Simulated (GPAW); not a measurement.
Wanted: an ASE script for a GPAW 26.7.0 run.

* Task: band structure
* Functional: LDA
* Potentials or basis: the program's PAW data sets (release 1.2.1) made for this functional
* Cutoff: 600 eV
* Basis: pw
* k mesh: 9 × 9 × 9
* Occupations: fermi-dirac, width 0.05 eV
* Spin: no spin polarisation
* Maxiter: 150
* Band path: GXWKGLUWLK,UX
* Band points: 80

The structure of ZnS lies in POSCAR:

```
ZnS
1.0
    0.0000000000      2.7020000000      2.7020000000
    2.7020000000      0.0000000000      2.7020000000
    2.7020000000      2.7020000000      0.0000000000
Zn S
1 1
Direct
    0.7500000000      0.7500000000      0.7500000000
    0.0000000000      0.0000000000      0.0000000000
```

The input as run:

run.py

```python
from ase.dft.bandgap import bandgap
from ase.io import read, write
from ase.units import GPa
from gpaw import GPAW, PW

atoms = read('POSCAR')

calc = GPAW(mode=PW(600),
            xc='LDA',
            kpts={'size': (9, 9, 9), 'gamma': True},
            occupations={'name': 'fermi-dirac', 'width': 0.05},
            nbands=18,
            convergence={'density': 1e-05, 'energy': 1e-05},
            maxiter=150,
            txt='gpaw.txt')
atoms.calc = calc
energy = atoms.get_potential_energy()
forces = atoms.get_forces()
stress = atoms.get_stress()
calc.write('gs.gpw')
write('result.traj', atoms)
print(f'Energy: {energy:.6f} eV')
print('Forces (eV/A):')
print(forces.round(4))
print('Stress (GPa):', (stress / GPa).round(3))
print('Fermi level:', round(calc.get_fermi_level(), 4), 'eV')
print(f'Gap: {bandgap(calc)[0]:.4f} eV, direct: {bandgap(calc, direct=True)[0]:.4f} eV')

path = atoms.cell.bandpath('GXWKGLUWLK,UX', npoints=80, eps=1e-4)
bs_calc = calc.fixed_density(kpts=path, symmetry='off', nbands=28,
                             convergence={'bands': 'CBM+6.0', 'eigenstates': 1e-6}, txt='bands.txt')
bs = bs_calc.band_structure()
bs.write('bs.json')
print(f'Gap on the path: {bandgap(bs_calc)[0]:.4f} eV')
```

Potentials or basis: the program's PAW data sets (release 1.2.1) made for this functional, pw.

Launch:

```bash
$ OMP_NUM_THREADS=1 python run.py
```

It gave:

| Property | Result |
| --- | --- |
| Pressure | -4.9 GPa |
| Band gap on the k mesh | 1.86 eV, direct |
| Band gap along the path | 1.86 eV, direct |

Wall time 50 s on 1 thread of Arm Neoverse V1, on a shared host, peak memory 0.25 GiB.
